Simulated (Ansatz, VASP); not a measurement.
## One calculation of Hf, two programs

File INCAR:

```
PREC = Accurate
ENCUT = 520
EDIFF = 1E-7
ISMEAR = 0
SIGMA = 0.15
LREAL = False
LASPH = True
NELM = 80
ALGO = Fast
ISIF = 2
LWAVE = False
LCHARG = False
GGA = PS
NBANDS = 17
```

Contents of KPOINTS:

```
Automatic mesh
0
Gamma
  18 18 10
```

Contents of POSCAR:

```
Hf
1.0
    3.2925994799      0.0000000000      0.0000000000
   -1.6462997400      2.8514747941      0.0000000000
    0.0000000000      0.0000000000      5.0578000000
Hf
2
Direct
    0.3333333333      0.6666666667      0.2500000000
    0.6666666667      0.3333333333      0.7500000000
```

Input for Ansatz:

```yaml
crystal:
  lattice:
    - [3.2925994799, 0.0, 0.0]
    - [-1.64629974, 2.8514747941, 0.0]
    - [0.0, 0.0, 5.0578]
  atoms:
    - { symbol: Hf, position: [0.3333333333, 0.6666666667, 0.25] }
    - { symbol: Hf, position: [0.6666666667, 0.3333333333, 0.75] }
basis:
  ecutwfc: 420
kpoints:
  mp_grid: { grid: [18, 18, 10] }
hamiltonian:
  xc: pbesol
scf:
  occupations: { method: gaussian, width: 0.15 }
output:
  forces: true
  stress: true
  eigenvalues: true
```

Change from the starting cell: strain +0.030 along x and y, +0.000 along z, atoms carried along.

Alike in both runs: task single point; functional PBEsol; k mesh 18 × 18 × 10; occupations gaussian, width 0.15 eV; no spin polarisation.

```csv
,VASP,Ansatz
version,VASP 6.6.1,Ansatz 0.2.0
potentials or method,"VASP PAW PBE potentials, release 64 (Hf_pv)","scalar-relativistic, plane waves, PAW"
plane-wave cutoff (eV),520,420
valence electrons in the cell,20,52
```

|  | VASP | Ansatz | Ansatz less VASP |
| --- | --- | --- | --- |
| gap on the k mesh at the Fermi level (eV) | none | none | - |
| pressure (GPa) | -9.4 | -9.0 | +0.38 |
| largest component of the traceless stress (GPa) | 1.78 | 1.84 | +0.056 |

A gap of «none» marks a metal or a gap that the smearing closes. The two sets of potentials don't hold the same shells in valence.

Caveats: the PAW data sets were made with another functional, which shifts forces and pressure a little (VASP). The runs have no spin-orbit coupling, so splittings on Hf are missing.
